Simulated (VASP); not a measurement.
# MoS2 in VASP: one cell, several levels of theory, part 2 of 2

VASP 6.6.1, plane waves, PAW.

**3. r2SCAN**

INCAR reads:

```
ENCUT = 520.000000
SIGMA = 0.010000
EDIFF = 1.00e-07
ALGO = Normal
METAGGA = R2SCAN
PREC = Accurate
IBRION = -1
ISIF = 2
ISMEAR = 0
NBANDS = 20
NELM = 120
NSW = 0
LASPH = .TRUE.
LCHARG = .FALSE.
LWAVE = .FALSE.
LREAL = .FALSE.
```

KPOINTS reads:

```
KPOINTS created by Atomic Simulation Environment
0
Gamma
12 12 4
0 0 0
```

KPOINTS_OPT reads:

```
special points
7
Reciprocal
0.0000000000 0.0000000000 0.0000000000 1
0.5000000000 0.0000000000 0.0000000000 1
0.3333333333 0.3333333333 0.0000000000 1
0.0000000000 0.0000000000 0.5000000000 1
0.5000000000 0.0000000000 0.5000000000 1
0.3333333333 0.3333333333 0.5000000000 1
0.1744790000 0.1744790000 0.0000000000 1
```

POSCAR reads:

```
Mo S
 1.0000000000000000
     3.1059543043976761    0.0000000000000000    0.0000000000000000
    -1.5529771521988380    2.6898353306020124    0.0000000000000000
     0.0000000000000000    0.0000000000000000    6.6704083680000004
 Mo  S
   1   2
Cartesian
  0.0000000000000000 -0.0000000000000001  0.0000000000000000
 -0.0000000000000001  1.7932235537346748  1.5751965696521610
 -0.0000000000000001  1.7932235537346748  5.0952117983478384
```

Launch:

```
> mpirun -np 1 vasp_std
```

Printed to the terminal (iteration lines stand in OSZICAR):

```text
POSCAR found type information on POSCAR MoS
 POSCAR found :  2 types and       3 ions
 -----------------------------------------------------------------------------
|                                                                             |
|                                                                             |
|     You enforced a specific xc type in the INCAR file but a different       |
|     I HOPE YOU KNOW WHAT YOU ARE DOING!                                     |
|                                                                             |
 -----------------------------------------------------------------------------

 LDA part: xc-table for (None), standard interpolation
 POSCAR, INCAR and KPOINTS ok, starting setup
 FFT: planning ... GRIDC
 FFT: planning ... GRID_SOFT
 FFT: planning ... GRID
 WAVECAR not read
 entering main loop
 Start KPOINTS_OPT (optional k-point list driver)
k-point batch [1-7\7]
```

OSZICAR:

```text
N       E                     dE             d eps       ncg     rms          rms(c)
DAV:   1     0.159931612008E+03    0.15993E+03   -0.13659E+04  2288   0.125E+03
DAV:   2    -0.469240435862E+02   -0.20686E+03   -0.20120E+03  2840   0.326E+02
DAV:   3    -0.544396902190E+02   -0.75156E+01   -0.74501E+01  2812   0.581E+01
DAV:   4    -0.545286747559E+02   -0.88985E-01   -0.88940E-01  2776   0.672E+00
DAV:   5    -0.545301533468E+02   -0.14786E-02   -0.14785E-02  2884   0.836E-01    0.288E+01
DAV:   6    -0.450898773079E+02    0.94403E+01   -0.10010E+01  2416   0.250E+01    0.923E+00
DAV:   7    -0.449569821575E+02    0.13290E+00   -0.20057E+00  2356   0.873E+00    0.547E+00
DAV:   8    -0.449254539515E+02    0.31528E-01   -0.45849E-01  2668   0.419E+00    0.235E+00
DAV:   9    -0.449263953809E+02   -0.94143E-03   -0.47613E-02  2548   0.147E+00    0.397E-01
DAV:  10    -0.449257041902E+02    0.69119E-03   -0.52082E-03  2644   0.518E-01    0.197E-01
DAV:  11    -0.449257941162E+02   -0.89926E-04   -0.55074E-04  2616   0.156E-01    0.746E-02
DAV:  12    -0.449258057794E+02   -0.11663E-04   -0.10302E-04  2652   0.706E-02    0.284E-02
DAV:  13    -0.449258295338E+02   -0.23754E-04   -0.38162E-05  2512   0.508E-02    0.154E-02
DAV:  14    -0.449258287986E+02    0.73515E-06   -0.15119E-06  2824   0.795E-03    0.119E-02
DAV:  15    -0.449258290541E+02   -0.25545E-06   -0.43670E-07  2564   0.538E-03    0.109E-03
DAV:  16    -0.449258290320E+02    0.22110E-07   -0.11687E-07  1796   0.195E-03
   1 F= -.44925829E+02 E0= -.44925829E+02  d E =-.223621E-85
       N       E                     dE             ncg
DAV:   1     0.108162928926E+04   -0.56152E+04      280
DAV:   2    -0.445058324072E+03   -0.15267E+04      360
DAV:   3    -0.497015274363E+03   -0.51957E+02      328
DAV:   4    -0.497743956833E+03   -0.72868E+00      348
DAV:   5    -0.497754680095E+03   -0.10723E-01      340
DAV:   6    -0.497754964725E+03   -0.28463E-03      356
DAV:   7    -0.497754971645E+03   -0.69203E-05      348
DAV:   8    -0.497754971876E+03   -0.23145E-06      312
DAV:   9    -0.497754971884E+03   -0.77312E-08      232
```

From OUTCAR:

```text
k-points           NKPTS =     57   k-points in BZ     NKDIM =     57   number of bands    NBANDS=     20

   NELECT =      26.0000    total number of electrons

   dimension x,y,z NGX =    24 NGY =   24 NGZ =   50
   dimension x,y,z NGXF=    48 NGYF=   48 NGZF=  100

  energy-cutoff  :      520.00
  volume of cell :       55.73
      direct lattice vectors                 reciprocal lattice vectors
     3.105954304  0.000000000  0.000000000     0.321962238  0.185884985  0.000000000
    -1.552977152  2.689835331  0.000000000     0.000000000  0.371769970  0.000000000
     0.000000000  0.000000000  6.670408368     0.000000000  0.000000000  0.149915859

 k-points in reciprocal lattice and weights: KPOINTS created by Atomic Simulation Env
   0.00000000  0.00000000  0.00000000       0.002
   0.08333333 -0.00000000  0.00000000       0.010
   0.16666667  0.00000000  0.00000000       0.010
   0.25000000  0.00000000  0.00000000       0.010
   0.33333333 -0.00000000  0.00000000       0.010
   0.41666667 -0.00000000  0.00000000       0.010
   0.50000000  0.00000000  0.00000000       0.005
   0.08333333  0.08333333  0.00000000       0.010
[... 49 more k-points ...]

 E-fermi :   6.6431

 k-point     1 :       0.0000    0.0000    0.0000
  band No.  band energies     occupation
      1     -56.5341      2.00000
      2     -30.0063      2.00000
      3     -29.6889      2.00000
      4     -29.6889      2.00000
      5      -8.8889      2.00000
      6      -7.3584      2.00000
      7      -0.2158      2.00000
      8       3.5226      2.00000
      9       3.5226      2.00000
     10       4.7348      2.00000
     11       4.7348      2.00000
     12       4.8646      2.00000
     13       5.5256      2.00000
     14       9.3715      0.00000
     15       9.3715      0.00000
     16       9.4830      0.00000
     17       9.4830      0.00000
     18      13.2569      0.00000
     19      14.7207      0.00000
     20      16.5496      0.00000

 k-point     2 :       0.0833   -0.0000    0.0000
  band No.  band energies     occupation
      1     -56.5303      2.00000
      2     -29.9992      2.00000
      3     -29.7241      2.00000
      4     -29.6968      2.00000
      5      -8.7709      2.00000
      6      -7.3111      2.00000
      7      -0.0820      2.00000
      8       3.2642      2.00000
      9       3.6439      2.00000
     10       4.0313      2.00000
     11       4.5492      2.00000
     12       5.3605      2.00000
     13       5.5313      2.00000
     14       9.1028      0.00000
     15       9.2741      0.00000
     16       9.3514      0.00000
     17       9.5695      0.00000
     18      13.7611      0.00000
     19      14.8772      0.00000
     20      17.0335      0.00000

 k-point     3 :       0.1667    0.0000    0.0000
  band No.  band energies     occupation
      1     -56.5199      2.00000
      2     -29.9797      2.00000
      3     -29.8192      2.00000
      4     -29.7183      2.00000
      5      -8.4342      2.00000
      6      -7.1768      2.00000
      7       0.2623      2.00000
      8       2.6600      2.00000
      9       3.2200      2.00000
     10       3.9793      2.00000
     11       4.1141      2.00000
     12       5.4477      2.00000
     13       5.4577      2.00000
     14       8.4331      0.00000
     15       9.0547      0.00000
     16       9.3419      0.00000
     17      10.0169      0.00000
     18      14.4759      0.00000
     19      15.5903      0.00000
     20      16.8015      0.00000

 k-point     4 :       0.2500    0.0000    0.0000
  band No.  band energies     occupation
      1     -56.5056      2.00000
      2     -29.9529      2.00000
      3     -29.9471      2.00000
      4     -29.7475      2.00000
      5      -7.9323      2.00000
      6      -6.9789      2.00000
      7       0.5767      2.00000
      8       2.0689      2.00000
      9       2.4241      2.00000
     10       3.6286      2.00000
     11       4.4398      2.00000
     12       5.1165      2.00000
     13       5.1611      2.00000
     14       8.1612      0.00000
     15       8.7867      0.00000
     16       9.8111      0.00000
     17      10.4676      0.00000
     18      14.4958      0.00000
     19      15.7175      0.00000
     20      16.2626      0.00000

 k-point     5 :       0.3333   -0.0000    0.0000
  band No.  band energies     occupation
      1     -56.4913      2.00000
      2     -30.0728      2.00000
      3     -29.9260      2.00000
      4     -29.7766      2.00000
      5      -7.3617      2.00000
      6      -6.7607      2.00000
      7       0.4356      2.00000
      8       1.7146      2.00000
      9       1.8098      2.00000
     10       3.2212      2.00000
     11       4.7294      2.00000
     12       4.8793      2.00000
     13       4.9355      2.00000
     14       8.4156      0.00000
     15       8.6980      0.00000
     16      10.3718      0.00000
     17      10.7842      0.00000
     18      14.1340      0.00000
     19      14.5582      0.00000
     20      15.4138      0.00000

 k-point     6 :       0.4167   -0.0000    0.0000
  band No.  band energies     occupation
      1     -56.4808      2.00000
      2     -30.1634      2.00000
      3     -29.9062      2.00000
      4     -29.7978      2.00000
      5      -6.8776      2.00000
      6      -6.5845      2.00000
      7       0.0370      2.00000
      8       1.2075      2.00000
      9       1.6565      2.00000
     10       2.9571      2.00000
     11       4.4789      2.00000
     12       5.0983      2.00000
     13       5.1614      2.00000
     14       8.7902      0.00000
     15       8.9042      0.00000
     16      10.7285      0.00000
     17      10.9508      0.00000
     18      12.8632      0.00000
     19      14.5493      0.00000
     20      15.0286      0.00000

 k-point     7 :       0.5000    0.0000    0.0000
  band No.  band energies     occupation
      1     -56.4770      2.00000
      2     -30.1963      2.00000
      3     -29.8989      2.00000
      4     -29.8055      2.00000
      5      -6.6801      2.00000
      6      -6.5158      2.00000
      7      -0.1512      2.00000
      8       1.0216      2.00000
      9       1.5688      2.00000
     10       2.8662      2.00000
     11       4.3965      2.00000
     12       5.2508      2.00000
     13       5.2604      2.00000
     14       8.8689      0.00000
     15       9.2023      0.00000
     16      10.8311      0.00000
     17      11.0003      0.00000
     18      12.2336      0.00000
     19      14.6883      0.00000
     20      14.9550      0.00000

 k-point     8 :       0.0833    0.0833    0.0000
  band No.  band energies     occupation
      1     -56.5232      2.00000
      2     -29.9859      2.00000
      3     -29.7874      2.00000
      4     -29.7133      2.00000
      5      -8.5434      2.00000
      6      -7.2202      2.00000
      7       0.1603      2.00000
      8       2.8424      2.00000
      9       3.4920      2.00000
     10       3.8619      2.00000
     11       4.1241      2.00000
     12       5.4998      2.00000
     13       5.5662      2.00000
     14       8.6053      0.00000
     15       9.1128      0.00000
     16       9.1821      0.00000
     17       9.9593      0.00000
     18      14.4481      0.00000
     19      15.2548      0.00000
     20      17.0276      0.00000

 k-point     9 :       0.1667    0.0833    0.0000
  band No.  band energies     occupation
      1     -56.5108      2.00000
      2     -29.9627      2.00000
      3     -29.8943      2.00000
      4     -29.7433      2.00000
      5      -8.1229      2.00000
      6      -7.0528      2.00000
      7       0.5174      2.00000
      8       2.2699      2.00000
      9       2.8152      2.00000
     10       3.5256      2.00000
     11       4.1962      2.00000
     12       5.3189      2.00000
     13       5.4784      2.00000
     14       8.1359      0.00000
     15       8.8548      0.00000
     16       9.3480      0.00000
     17      10.4986      0.00000
     18      14.7977      0.00000
     19      16.2076      0.00000
     20      16.4153      0.00000

 k-point    10 :       0.2500    0.0833    0.0000
  band No.  band energies     occupation
      1     -56.4965      2.00000
      2     -30.0156      2.00000
      3     -29.9358      2.00000
      4     -29.7779      2.00000
      5      -7.5822      2.00000
      6      -6.8410      2.00000
      7       0.6217      2.00000
      8       1.9182      2.00000
      9       2.0447      2.00000
     10       3.1214      2.00000
     11       4.3877      2.00000
     12       5.0930      2.00000
     13       5.1568      2.00000
     14       8.0789      0.00000
     15       8.8265      0.00000
     16       9.8118      0.00000
     17      10.9177      0.00000
     18      14.7174      0.00000
     19      15.0406      0.00000
     20      16.0870      0.00000

[... the tables of k-points 11 to 57 left out ...]

  Total        2.5922567      2.5922567      0.7857418      0.0000000      0.0000000      0.0000000
  in kB       74.5273037     74.5273037     22.5900537      0.0000000      0.0000000      0.0000000
  external PRESSURE =      57.2148870 kB  Pullay stress =       0.0000000 kB

 POSITION                                       TOTAL-FORCE (eV/Angst)
 -----------------------------------------------------------------------------------
      0.00000      0.00000      0.00000         0.000000     -0.000000      0.000000
      0.00000      1.79322      1.57520        -0.000000      0.000000     -0.041275
      0.00000      1.79322      5.09521        -0.000000      0.000000      0.041275
 -----------------------------------------------------------------------------------
    total drift:                                0.000000     -0.000000     -0.000000

  FREE ENERGIE OF THE ION-ELECTRON SYSTEM (eV)
  ---------------------------------------------------
  free  energy   TOTEN  =       -44.9258290320 eV

  energy  without entropy=      -44.9258290320  energy(sigma->0) =      -44.92582903
```

Hardware: 1 MPI rank of Intel Xeon Platinum 8488C, shared host.

The levels at the points of KPOINTS_OPT are read from vasprun.xml.

Near the gap, in eV above the top of the last filled band v; c is the band after it:

```csv
point,v−1,v,c,c+1
Γ,-1.64,-0.98,2.86,2.86
M,-1.26,-1.25,2.36,2.70
K,-2.42,-0.35,1.76,3.12
A,-1.79,0.00,2.79,2.79
L,-1.18,-0.79,2.38,2.94
H,-3.21,-0.27,1.78,2.54
```

Gap with r2SCAN: 1.40 eV, valence top at A, conduction bottom at (0.17, 0.17, 0.00). Least direct gap: 2.05 eV. Pressure: 5.72 GPa, and the largest force is 0.041 eV/Å, on atom 2 (S).

**4. What came out**

The summary covers parts 1 to 2.

```
 level  gap (eV)  pressure (GPa)  largest force (eV/Å)  Ansatz: gap (eV)  Ansatz: pressure (GPa)  Ansatz: force (eV/Å)
   PBE      1.29            6.54                 0.137              1.28                    6.68                 0.151
r2SCAN      1.40            5.72                 0.041              1.39                    5.66                 0.046
```

**Reading.** The gap runs from 1.29 eV (PBE) to 1.40 eV (r2SCAN). The pressure is highest with PBE (6.5 GPa) and lowest with r2SCAN (5.7 GPa), which orders the cells that they would relax to. Forces up to 0.14 eV/Å (PBE) show atoms off their equilibrium places at that level; the least is 0.041 eV/Å (r2SCAN). The two programs agree on the gap within 0.02 eV, far less than the spread between functionals. Datasets and cutoffs are each program's own.
